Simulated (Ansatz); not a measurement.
MnO in Ansatz: the effect of Hubbard term

Crystal: MnO.

```
Mn O
1.0
     0.00000    2.22391    2.22391
     2.22391    0.00000    2.22391
     2.22391    2.22391    0.00000
Mn O
1 1
Cartesian
  0.0000 0.0000 0.0000
  2.2239 2.2239 2.2239
```

The cell is a database's computed one.

Alike in all runs:

```yaml
Program: Ansatz 0.2.0
Task: band structure
Functional: PBEsol
Potentials_or_basis: Ansatz PAW
Cutoff: "420 eV (not typed: the program's choice for these potentials)"
k_mesh: 10 × 10 × 10
Occupations: fermi-dirac, width 0.05 eV
Spin: collinear spin, ferromagnetic start
Starting_moments: "[4.0, 0.0] μB"
Path: "[[\"G\", \"X\", \"W\", \"K\", \"G\", \"L\", \"U\", \"W\", \"L\", \"K\"], [\"U\", \"X\"]]"
Points_for_each_segment_of_the_path: 14
Hubbard_projectors: ortho-atomic (the default)
Double_counting: fll (the default)
```

| Hubbard term | pressure (GPa) |
| --- | --- |
| none | -7.2 |
| Mn d U = 1 eV | -2.1 |
| Mn d U = 2 eV | ? |
| Mn d U = 3 eV | 1.6 |
| Mn d U = 4 eV | 2.8 |
| Mn d U = 5 eV | 3.9 |
| Mn d U = 6 eV | 5.1 |
| Mn d U = 8 eV | 7.4 |

Task: What does the run with Hubbard term Mn d U = 2 eV give?

Result: Pressure 0.4 GPa.

Worked out: A parabola through the other rows of the pressure, of slope 2.28 GPa per eV there, gives -1.0 GPa, against the run's 0.4.

Caveats: a cell with one magnetic atom can't hold antiferromagnetic order, which such compounds often take; the PAW data sets come from PBE, with cores solved anew for the run's functional, which leaves a small shift of forces and pressure; the magnetic or orbital state may not be the lowest (some runs).
